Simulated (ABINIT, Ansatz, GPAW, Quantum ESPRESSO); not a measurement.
## One calculation of Au, 4 ways

```xyz
2
Lattice="1.4113 -2.5559 0.0000 1.4113 2.5559 0.0000 0.0000 0.0000 4.8932" Properties=species:S:1:pos:R:3 pbc="T T T"
Au    1.4113    0.8451    1.2233
Au    1.4113   -0.8451    3.6699
```

This isn't the form of Au at room conditions, which is fcc.

Alike in all runs: task single point; functional PBEsol; k mesh 11 × 11 × 6; occupations fermi-dirac, width 0.05 eV; no spin polarisation; no spin-orbit coupling. Pressure is positive in compression and, in plane waves, holds the error of the finite cutoff.

```tsv
program and potentials	plane-wave cutoff (eV)	notes	pressure (GPa)
GPAW, PAW data sets generated for this functional	600	11 valence electrons an atom on average; this data set often lies off other programs	-2.83
Quantum ESPRESSO, GBRV 1.5 PBEsol	612	11 valence electrons an atom on average	?
ABINIT, PseudoDojo NC SR PBEsol v0.4.1 standard	1034	19 valence electrons an atom on average	-5.62
Ansatz, all-electron LAPW, scalar-relativistic	-	-	-5.26
```

Q: Estimate from the other rows what the run with Quantum ESPRESSO, GBRV 1.5 PBEsol gave.

A: Pressure -5.68 GPa. The other rows, which needn't bracket it: pressure -5.62 to -2.83.
